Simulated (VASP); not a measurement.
# P (P4/mmm) in VASP: a series of runs

The runs below take P through single point, with PBEsol.

All numbers are computed with VASP 6.6.1; they aren't measurements. Logs are shortened: lines on timing, memory, paths and dates and some standing lists are left out, and cuts for length are marked.

**1. The structure**

Symmetry: P4/mmm, No. 123, tetragonal system. The conventional cell has a = 4.139 Å, b = 4.139 Å, c = 4.665 Å, α = 90.00°, β = 90.00°, γ = 90.00°. P (site symmetry 4/mmm) is surrounded by 4 P at 4.14 Å.

This isn't the form of P at room conditions, which is orthorhombic.

**2. Single point, PBEsol**

INCAR

```
SYSTEM = P
ALGO     = Fast           ! electronic algorithm
EDIFF    = 1E-6           ! SCF threshold, eV
ENCUT    = 520            ! plane-wave cutoff, eV
GGA      = PS             ! functional
ISIF     = 2              ! what is computed and relaxed
ISMEAR   = 0              ! smearing method
LASPH    = .TRUE.         ! aspherical terms in the spheres
LCHARG   = .FALSE.        ! write CHGCAR
LREAL    = .FALSE.        ! projectors in reciprocal space
LWAVE    = .FALSE.        ! write WAVECAR
NBANDS   = 8              ! bands
NELM     = 100            ! most SCF steps
PREC     = Accurate       ! precision mode
SIGMA    = 0.15           ! smearing width, eV
```

KPOINTS

```
k-points
0
G
  12 12 12
  0 0 0
```

POSCAR

```
P
1.0
    4.1392881578      0.0000000000      0.0000000000
    0.0000000000      4.1392881578      0.0000000000
    0.0000000000      0.0000000000      4.6652065926
P
1
Direct
    0.0000000000      0.0000000000      0.0000000000
```

Potentials or basis: VASP PAW PBE potentials, release 64 (P).

Started as:

```console
> cat potpaw_PBE.64/P/POTCAR > POTCAR
> mpirun -np 1 vasp_std > vasp.out
```

OUTCAR:

```text
SYSTEM = P
   EDIFF = 1E-6
   ENCUT = 520
   GGA = PS
   ISIF = 2
   ISMEAR = 0
   LASPH = .TRUE.
   LREAL = .FALSE.
   NELM = 100
   PREC = Accurate

 ion  position               nearest neighbor table
   1  0.000  0.000  0.000-

  LATTYP: Found a simple tetragonal cell.
 ALAT       =     4.1392881578
 C/A-ratio  =     1.1270552846

  Lattice vectors:

 A1 = (   4.1392881578,   0.0000000000,   0.0000000000)
 A2 = (   0.0000000000,   4.1392881578,   0.0000000000)
 A3 = (   0.0000000000,   0.0000000000,   4.6652065926)

Analysis of symmetry for initial positions (statically):
=====================================================================
 Subroutine PRICEL returns:
 Original cell was already a primitive cell.

 Routine SETGRP: Setting up the symmetry group for a
 simple tetragonal supercell.

 Subroutine GETGRP returns: Found 16 space group operations
 (whereof 16 operations were pure point group operations)
 out of a pool of 16 trial point group operations.

The static configuration has the point symmetry D_4h.

Analysis of symmetry for dynamics (positions and initial velocities):
=====================================================================
 Subroutine PRICEL returns:
 Original cell was already a primitive cell.

 Routine SETGRP: Setting up the symmetry group for a
 simple tetragonal supercell.

 Subroutine GETGRP returns: Found 16 space group operations
 (whereof 16 operations were pure point group operations)
 out of a pool of 16 trial point group operations.

The dynamic configuration has the point symmetry D_4h.

 Subroutine INISYM returns: Found 16 space group operations
 (whereof 16 operations are pure point group operations),
 and found     1 'primitive' translations

----------------------------------------------------------------------------------------

                                     Primitive cell

  volume of cell :      79.9323

  direct lattice vectors                    reciprocal lattice vectors
     4.139288158  0.000000000  0.000000000     0.241587433  0.000000000  0.000000000
     0.000000000  4.139288158  0.000000000     0.000000000  0.241587433  0.000000000
     0.000000000  0.000000000  4.665206593     0.000000000  0.000000000  0.214352779

  length of vectors
     4.139288158  4.139288158  4.665206593     0.241587433  0.241587433  0.214352779

  position of ions in fractional coordinates (direct lattice)
     0.000000000  0.000000000  0.000000000

  ion indices of the primitive-cell ions
   primitive index   ion index
                 1           1

----------------------------------------------------------------------------------------

 KPOINTS: k-points

Automatic generation of k-mesh.
 Grid dimensions read from file:
 generate k-points for:   12   12   12

 Generating k-lattice:

  Cartesian coordinates                     Fractional coordinates (reciprocal lattice)
     0.020132286  0.000000000  0.000000000     0.083333333  0.000000000  0.000000000
     0.000000000  0.020132286  0.000000000     0.000000000  0.083333333  0.000000000
     0.000000000  0.000000000  0.017862732     0.000000000  0.000000000  0.083333333

  Length of vectors
     0.020132286  0.020132286  0.017862732

  Shift w.r.t. Gamma in fractional coordinates (k-lattice)
     0.000000000  0.000000000  0.000000000

 Subroutine IBZKPT returns following result:
 ===========================================

 Found    196 irreducible k-points:

 Following reciprocal coordinates:
            Coordinates               Weight
  0.000000  0.000000  0.000000      1.000000
  0.083333  0.000000  0.000000      4.000000
  0.166667  0.000000  0.000000      4.000000
  0.250000  0.000000  0.000000      4.000000
  0.333333  0.000000  0.000000      4.000000
  0.416667  0.000000  0.000000      4.000000
[... 16 lines left out ...]
  0.333333  0.333333  0.000000      4.000000
  0.416667  0.333333  0.000000      8.000000
 [... further k-points ...]
   k-points           NKPTS =    196   k-points in BZ     NKDIM =    196   number of bands    NBANDS=      8
   number of dos      NEDOS =    301   number of ions     NIONS =      1
   total plane-waves  NPLWV =  36864
   dimension x,y,z NGX =    32 NGY =   32 NGZ =   36
   dimension x,y,z NGXF=    64 NGYF=   64 NGZF=   72
   ions per type =               1
   NGX,Y,Z   is equivalent  to a cutoff of  12.85, 12.85, 12.83 a.u.
   NGXF,Y,Z  is equivalent  to a cutoff of  25.70, 25.70, 25.66 a.u.
 SYSTEM =  P
   PREC   = accura    normal or accurate (medium, high low for compatibility)
   ISTART =      0    job   : 0-new  1-cont  2-samecut
   ICHARG =      2    charge: 1-file 2-atom 10-const
   ISPIN  =      1    spin polarized calculation?
   LNONCOLLINEAR =      F non collinear calculations
   LSORBIT =      F    spin-orbit coupling
   LASPH  =      T    aspherical Exc in radial PAW
   ENCUT  =  520.0 eV  38.22 Ry    6.18 a.u.   7.70  7.70  8.67*2*pi/ulx,y,z
   NELM   =    100;   NELMIN=  2; NELMDL= -5     # of ELM steps
   EDIFF  = 0.1E-05   stopping-criterion for ELM
   LREAL  =      F    real-space projection
   EDIFFG = 0.1E-04   stopping-criterion for IOM
   NSW    =      0    number of steps for IOM
   IBRION =     -1    ionic relax: 0-MD 1-quasi-New 2-CG
   NFREE  =      0    steps in history (QN), initial steepest desc. (CG)
   ISIF   =      2    stress and relaxation
   ISYM   =      2    0-nonsym 1-usesym 2-fastsym
   POTIM  = 0.5000    time-step for ionic-motion
   TEBEG  =    0.0;   TEEND  =   0.0 temperature during run
   PSTRESS=    0.0 pullay stress
   NELECT =       5.0000    total number of electrons
   NUPDOWN=      -1.0000    fix difference up-down
   EMIN   =  10.00;   EMAX   =-10.00  energy-range for DOS
   EFERMI =   0.00;   METHOD = LEGACY
   ISMEAR =     0;   SIGMA  =   0.15  broadening in eV -4-tet -1-fermi 0-gaus
   EFERMI_NEDOS =   21; number of points for ismear=-14 and -15
   IALGO  =     68    algorithm
   IMIX   =      4    mixing-type and parameters
     AMIX     =   0.40;   BMIX     =  1.00
     AMIX_MAG =   1.60;   BMIX_MAG =  1.00
  volume/ion in A,a.u.               =      79.93       539.41
  Fermi-wavevector in a.u.,A,eV,Ry     =   0.649866  1.228069  5.746099  0.422326
  Thomas-Fermi vector in A             =   1.718961
   LORBIT       =      0    0 simple, 1 ext, 2 COOP (PROOUT), +10 PAW based schemes
   GGA     = PS    functional components
   LHFCALC =     F    Hartree Fock is set to
   AEXX    =    0.0000 exact exchange contribution
   IVDW    =     0    specifies the selected vdW correction
   LEPSILON=     F    determine dielectric tensor
   LRPA    =     F    only Hartree local field effects (RPA)
 non-spin polarized calculation
 RMM-DIIS sequential band-by-band and
 Gauss-broadening in eV      SIGMA  =   0.15
  energy-cutoff  :      520.00
  volume of cell :       79.93
 maximum number of plane-waves:      2178
 NGX is ok and might be reduce to    32

 number of electron       5.0000002 magnetization

 Free energy of the ion-electron system (eV)
  ---------------------------------------------------
  ext. energy  EPLUGINS =         0.00000000
  ---------------------------------------------------
  free energy    TOTEN  =        -1.22851762 eV

  energy without entropy =       -1.18635989  energy(sigma->0) =       -1.20743875

 E-fermi :  -3.0697     XC(G=0):  -5.0358

 val. band max:       -3.0732966283   @ k =   0.5000   0.5000   0.4167
 cond. band min:      -3.0688397737   @ k =   0.4167   0.0833   0.2500
 fundamental gap:      0.0044568546
 Fermi energy:        -3.0697259638

 k-point     1 :       0.0000    0.0000    0.0000
  band No.  band energies     occupation
      1     -11.8233      2.00000
      2      -2.8759      0.06770
      3      -2.3696      0.00000
      4      -2.3696      0.00000
      5       1.5529      0.00000
      6       4.2476      0.00000
      7       4.6022      0.00000
      8       8.8336      0.00000

 k-point     2 :       0.0833    0.0000    0.0000
  band No.  band energies     occupation
      1     -11.8094      2.00000
      2      -2.8625      0.05076
      3      -2.5156      0.00000
      4      -2.3585      0.00000
      5       1.6724      0.00000
      6       4.3237      0.00000
      7       4.7190      0.00000
      8       8.0952      0.00000

 k-point     3 :       0.1667    0.0000    0.0000
  band No.  band energies     occupation
      1     -11.7708      2.00000
      2      -2.8717      0.06189
      3      -2.8253      0.02119
      4      -2.3278      0.00000
      5       1.9703      0.00000
      6       4.4900      0.00000
      7       5.0507      0.00000
      8       7.3501      0.00000

 k-point     4 :       0.2500    0.0000    0.0000
  band No.  band energies     occupation
      1     -11.7165      2.00000
      2      -3.2895      1.96175
      3      -2.7730      0.00515
      4      -2.2849      0.00000
      5       2.3586      0.00000
      6       4.6981      0.00000
      7       5.3510      0.00000
      8       6.7048      0.00000

 k-point     5 :       0.3333    0.0000    0.0000
  band No.  band energies     occupation
      1     -11.6602      2.00000
      2      -3.6560      2.00000
      3      -2.7190      0.00094
      4      -2.2408      0.00000
      5       2.7966      0.00000
      6       4.9262      0.00000
      7       5.2486      0.00000
      8       6.2085      0.00000

 k-point     6 :       0.4167    0.0000    0.0000
  band No.  band energies     occupation
      1     -11.6177      2.00000
      2      -3.9014      2.00000
      3      -2.6783      0.00022
      4      -2.2078      0.00000
      5       3.2433      0.00000
      6       4.8357      0.00000
      7       5.1261      0.00000
      8       5.8961      0.00000

 k-point     7 :       0.5000    0.0000    0.0000
  band No.  band energies     occupation
      1     -11.6018      2.00000
      2      -3.9874      2.00000
      3      -2.6631      0.00013
      4      -2.1956      0.00000
      5       3.4995      0.00000
      6       4.5666      0.00000
      7       5.2060      0.00000
      8       5.7893      0.00000
[... 133 lines left out ...]
 k-point    20 :       0.3333    0.2500    0.0000
  band No.  band energies     occupation
      1     -11.5592      2.00000
      2      -3.5071      1.99996
      3      -3.0675      0.98335
      4      -2.6255      0.00003
      5       3.3288      0.00000
      6       4.5551      0.00000
      7       6.2564      0.00000
      8       6.4947      0.00000

 k-point    21 :       0.4167    0.2500    0.0000
  band No.  band energies     occupation
      1     -11.5183      2.00000
      2      -3.7392      2.00000
      3      -3.0161      0.61313
      4      -2.5874      0.00001
      5       3.5766      0.00000
      6       4.3382      0.00000
      7       6.2265      0.00000
      8       6.3412      0.00000

 k-point    22 :       0.5000    0.2500    0.0000
  band No.  band energies     occupation
      1     -11.5031      2.00000
      2      -3.8213      2.00000
      3      -2.9961      0.48740
      4      -2.5732      0.00000
      5       3.6737      0.00000
      6       4.2612      0.00000
      7       6.1314      0.00000
      8       6.4529      0.00000

 k-point    23 :       0.3333    0.3333    0.0000
  band No.  band energies     occupation
      1     -11.5062      2.00000
      2      -3.4608      1.99977
      3      -3.3738      1.99585
      4      -2.5766      0.00000
      5       3.3922      0.00000
      6       4.4306      0.00000
      7       6.5741      0.00000
      8       6.5940      0.00000

 k-point    24 :       0.4167    0.3333    0.0000
  band No.  band energies     occupation
      1     -11.4662      2.00000
      2      -3.6513      2.00000
      3      -3.3513      1.99206
      4      -2.5399      0.00000
      5       3.2945      0.00000
      6       4.5449      0.00000
      7       6.4266      0.00000
      8       6.6340      0.00000

 [... further k-points ...]

------------------------ aborting loop because EDIFF is reached ----------------------------------------

  FORCE on cell =-STRESS in cart. coord.  units (eV):
  Direction    XX          YY          ZZ          XY          YZ          ZX
  --------------------------------------------------------------------------------------
  -------------------------------------------------------------------------------------
  Total       -2.2933801     -2.2933801     -1.2360994      0.0000000      0.0000000      0.0000000
  in kB      -45.9689319    -45.9689319    -24.7766038      0.0000000      0.0000000      0.0000000
  external PRESSURE =     -38.9048226 kB  Pullay stress =       0.0000000 kB

 VOLUME and BASIS-vectors are now :
 -----------------------------------------------------------------------------
  energy-cutoff  :      520.00
  volume of cell :       79.93
      direct lattice vectors                 reciprocal lattice vectors
     4.139288158  0.000000000  0.000000000     0.241587433  0.000000000  0.000000000
     0.000000000  4.139288158  0.000000000     0.000000000  0.241587433  0.000000000
     0.000000000  0.000000000  4.665206593     0.000000000  0.000000000  0.214352779

 POSITION                                       TOTAL-FORCE (eV/Angst)
 -----------------------------------------------------------------------------------
      0.00000      0.00000      0.00000         0.000000      0.000000      0.000000
 -----------------------------------------------------------------------------------
    total drift:                               -0.000000      0.000000      0.000000

  FREE ENERGIE OF THE ION-ELECTRON SYSTEM (eV)
  ---------------------------------------------------
  free  energy   TOTEN  =        -1.2285176159 eV

  energy  without entropy=       -1.1863598916  energy(sigma->0) =       -1.20743875
```

It took 26 s on 1 thread of Intel Xeon 6975P-C (Granite Rapids), shared host; peak memory 0.25 GiB.

Results:

```yaml
Free_energy: -1.2285 eV
Pressure: -3.9 GPa
Band_gap_on_the_k_mesh: none (metal or under the smearing width)
```

Caveat: the PAW data sets were made with another functional, which shifts forces and pressure a little.

**3. Single point, PBEsol**

This run uses another cell than the first one, of the same volume but with other edges.

INCAR

```
ALGO = Fast
EDIFF = 1E-7
ENCUT = 520
GGA = PS
ISIF = 2
ISMEAR = 0
LASPH = T
LCHARG = F
LREAL = F
LWAVE = F
NBANDS = 8
NELM = 100
PREC = Accurate
SIGMA = 0.15
```

KPOINTS

```
k-points
0
Gamma
  12 12 12
```

POSCAR

```
P
1.0
    4.0209574188      0.0000000000      0.0000000000
    0.0000000000      4.0209574188      0.0000000000
    0.0000000000      0.0000000000      4.9438268813
P
1
Direct
    0.0000000000      0.0000000000      0.0000000000
```

Potentials or basis: VASP PAW PBE potentials, release 64 (P).

Started as:

```console
> cat potpaw_PBE.64/P/POTCAR > POTCAR
> mpirun -np 1 vasp_std > vasp.out
```

Wall time 44 s (1 thread of Intel Xeon 6975P-C (Granite Rapids), shared host); peak memory 0.25 GiB.

It converged, with:

| Property | Result |
| --- | --- |
| Free energy | -1.3137 eV |
| Pressure | -4.0 GPa |
| Band gap on the k mesh | none (metal or under the smearing width) |

Stress tensor (GPa, compression positive):
```
-5.23  0.00  0.00
 0.00 -5.23  0.00
 0.00  0.00 -1.46
```

Levels at points of the mesh, in eV from the Fermi level:
```tsv
k point	band 1	band 2	band 3	band 4	band 5	band 6	band 7
(0.00, 0.00, 0.00)	-8.79	0.00	0.84	0.84	4.62	7.26	7.79
(0.50, 0.00, 0.00)	-8.52	-1.02	0.28	1.04	6.66	7.70	8.34
(0.50, 0.50, 0.00)	-8.26	-0.61	-0.61	0.52	5.90	8.38	9.30
(0.00, 0.00, 0.50)	-8.74	-0.65	0.88	0.88	6.41	7.01	8.06
(0.50, 0.00, 0.50)	-8.47	-0.91	-0.23	1.07	5.85	8.24	9.21
(0.50, 0.50, 0.50)	-8.23	-0.53	-0.53	0.11	6.45	7.26	7.26
```

Caveat: the PAW data sets were made with another functional, which shifts forces and pressure a little.

**4. Single point, PBEsol**

This run uses another cell than the first one, of the same volume but with other edges.

INCAR

```
PREC = Accurate
ENCUT = 520
EDIFF = 1E-7
ISMEAR = 0
SIGMA = 0.15
LREAL = F
LASPH = T
NELM = 100
ALGO = Fast
ISIF = 2
LWAVE = F
LCHARG = F
GGA = PS
NBANDS = 8
```

KPOINTS

```
Automatic mesh
0
Gamma
  12 12 12
```

POSCAR

```
P
1.0
    4.5107654724      0.0000000000      0.0000000000
    0.0000000000      4.5107654724      0.0000000000
    0.0000000000      0.0000000000      3.9284543215
P
1
Direct
    0.0000000000      0.0000000000      0.0000000000
```

Started as:

```console
> cat potpaw_PBE.64/P/POTCAR > POTCAR
> mpirun -np 1 vasp_std > vasp.out
```

Run time: 43 s. Hardware: 1 thread of Intel Xeon 6975P-C (Granite Rapids), shared host; peak memory 0.25 GiB.

It converged, with:

* Free energy: -1.2430 eV
* Pressure: -3.9 GPa
* Band gap on the k mesh: none (metal or under the smearing width)

Stress tensor (GPa, compression positive):
```
-3.03  0.00  0.00
 0.00 -3.03  0.00
 0.00  0.00 -5.55
```

Levels at points of the mesh, in eV from the Fermi level:
| k point | band 1 | band 2 | band 3 | band 4 | band 5 | band 6 |
| --- | --- | --- | --- | --- | --- | --- |
| (0.00, 0.00, 0.00) | -8.77 | 0.30 | 0.30 | 1.01 | 4.61 | 7.22 |
| (0.50, 0.00, 0.00) | -8.66 | -0.76 | 0.41 | 1.09 | 6.41 | 7.35 |
| (0.50, 0.50, 0.00) | -8.55 | -0.54 | -0.54 | 1.16 | 5.77 | 8.22 |
| (0.00, 0.00, 0.50) | -8.44 | -1.05 | 0.59 | 0.59 | 6.70 | 7.78 |
| (0.50, 0.00, 0.50) | -8.34 | -0.85 | -0.28 | 0.68 | 5.90 | 8.18 |
| (0.50, 0.50, 0.50) | -8.25 | -0.68 | -0.12 | -0.12 | 6.77 | 6.77 |

Caveat: the PAW data sets were made with another functional, which shifts forces and pressure a little.
